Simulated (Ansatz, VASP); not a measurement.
## K: VASP beside Ansatz

File INCAR:

```
ALGO     = Normal         # electronic algorithm
EDIFF    = 1E-7           # SCF threshold, eV
ENCUT    = 520            # plane-wave cutoff, eV
GGA      = PE             # functional
ISIF     = 2              # what is computed and relaxed
ISMEAR   = -1             # smearing method
LASPH    = True           # aspherical terms in the spheres
LCHARG   = False          # write CHGCAR
LREAL    = False          # projectors in reciprocal space
LWAVE    = False          # write WAVECAR
NBANDS   = 10             # bands
NELM     = 60             # most SCF steps
PREC     = Accurate       # precision mode
SIGMA    = 0.05           # smearing width, eV
```

Contents of KPOINTS:

```
k-points
0
Gamma
  7 7 7
```

File POSCAR:

```
K
1.0
    0.0000000000      3.3226314950      3.3226314950
    3.3226314950      0.0000000000      3.3226314950
    3.3226314950      3.3226314950      0.0000000000
K
1
Direct
    0.0000000000      0.0000000000      0.0000000000
```

File input.yaml:

```yaml
crystal:
  lattice:
    - [0.0, 3.322631495, 3.322631495]
    - [3.322631495, 0.0, 3.322631495]
    - [3.322631495, 3.322631495, 0.0]
  atoms:
    - { symbol: K, position: [0.0, 0.0, 0.0] }
hamiltonian:
  xc: pbe
  pseudopotentials: { kind: paw }
kpoints:
  mp_grid: { grid: [7, 7, 7] }
scf:
  occupations: { method: fermi_dirac, width: 0.05 }
output:
  forces: true
  stress: true
  eigenvalues: true
  write_density: true
  write_potential: true
  elf: true
  volumetric_format: npy
```

Change from the starting cell: volume scaled by 0.94.

Alike in both runs: task single point; functional PBE; k mesh 7 × 7 × 7; occupations fermi-dirac, width 0.05 eV; no spin polarisation.

|  | VASP | Ansatz |
| --- | --- | --- |
| version | VASP 6.6.1 | Ansatz 0.2.0 |
| potentials or method | VASP PAW PBE potentials, release 64 (K_sv) | Ansatz PAW |
| plane-wave cutoff (eV) | 520 | 420 |
| valence electrons in the cell | 9 | 9 |

|  | VASP | Ansatz | Ansatz less VASP |
| --- | --- | --- | --- |
| gap on the k mesh at the Fermi level (eV) | none | none | - |
| pressure (GPa) | 0.0 | 0.0 | +0.01 |

A gap of «none» marks a metal or a gap that the smearing closes.
